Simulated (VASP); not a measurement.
Here is a VASP 6.6.1 calculation.

INCAR

```
PREC = Accurate ; ENCUT = 600
EDIFF = 1E-6 ; ISMEAR = 0
SIGMA = 0.01 ; LREAL = F
LASPH = T ; NELM = 100
ALGO = Normal ; ISIF = 3
LWAVE = F ; LCHARG = F
GGA = CA ; IBRION = 2
NSW = 80 ; EDIFFG = -0.001
```

Contents of KPOINTS:

```
regular mesh
0
Gamma
  8 8 8
```

POSCAR

```
AlP
1.0
    0.0000000000      2.7169780668      2.7169780668
    2.7169780668      0.0000000000      2.7169780668
    2.7169780668      2.7169780668      0.0000000000
Al P
1 1
Direct
    0.0000000000      0.0000000000      0.0000000000
    0.7500000000      0.7500000000      0.7500000000
```

Potentials or basis: VASP PAW LDA potentials, release 64 (Al, P).

Launch:

```sh
$ cat potpaw_LDA.64/Al/POTCAR potpaw_LDA.64/P/POTCAR > POTCAR
$ mpirun -np 1 vasp_std > vasp.out
```

Task: Predict the band gap on the k mesh.

Result: 1.42 eV, indirect (least direct gap 3.24 eV).

Task: Predict the space group after relaxing (to 0.05 Å).

Result: F-43m (No. 216).

Task: Predict the relaxed cell.

Result: a = 3.843 Å, b = 3.843 Å, c = 3.843 Å, α = 60.00°, β = 60.00°, γ = 60.00°.

Task: Estimate the relaxed volume.

Result: 20.07 Å³/atom.

Final structure:
```xyz
2
Lattice="0.0000 2.7176 2.7176 2.7176 0.0000 2.7176 2.7176 2.7176 0.0000" Properties=species:S:1:pos:R:3 pbc="T T T"
Al    0.0000    0.0000    0.0000
P     4.0764    4.0764    4.0764
```

A k mesh can miss the band edges.
